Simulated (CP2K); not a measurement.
The system is Au.

```xyz
1
Lattice="2.9302 0.0000 0.0000 1.5608 2.4274 0.0000 1.2419 1.0208 2.3922" Properties=species:S:1:pos:R:3 pbc="T T T"
Au    0.0000    0.0000    0.0000
```

This isn't the form of Au at room conditions, which is fcc.

Program: CP2K 2026.2. Alike in all runs: task single point; level PBE; no spin polarisation; cell as given; k mesh 11 × 12 × 11; smearing fermi-dirac 0.05 eV. Hardware: 1 thread of Arm Neoverse V2 (shared host).

Problem. Order these runs on this cell by their wall time, lowest first.
A. potentials or basis GTH_POTENTIALS Au GTH-PBE-q11; SZV-MOLOPT-SR-GTH basis; basis sets Au SZV-MOLOPT-SR-GTH-q11; potentials Au GTH-PBE-q11 of GTH_POTENTIALS; ADDED_MOS [3]
B. potentials or basis POTENTIAL_UZH Au GTH-PBE-q11; ccGRB-D basis; basis sets Au ccGRB-D-q11; potentials Au GTH-PBE-q11 of POTENTIAL_UZH; ADDED_MOS [11]
C. potentials or basis GTH_POTENTIALS Au GTH-PBE-q11; TZVP-MOLOPT-SR-GTH basis; basis sets Au TZVP-MOLOPT-SR-GTH-q11; potentials Au GTH-PBE-q11 of GTH_POTENTIALS; ADDED_MOS [11]
D. potentials or basis POTENTIAL_UZH Au GTH-PBE-q11; TZVP-MOLOPT-PBE-GTH basis; basis sets Au TZVP-MOLOPT-PBE-GTH-q11; potentials Au GTH-PBE-q11 of POTENTIAL_UZH; ADDED_MOS [11]

Solution. A (17 s), B (40 s), C (89 s), D (180 s).
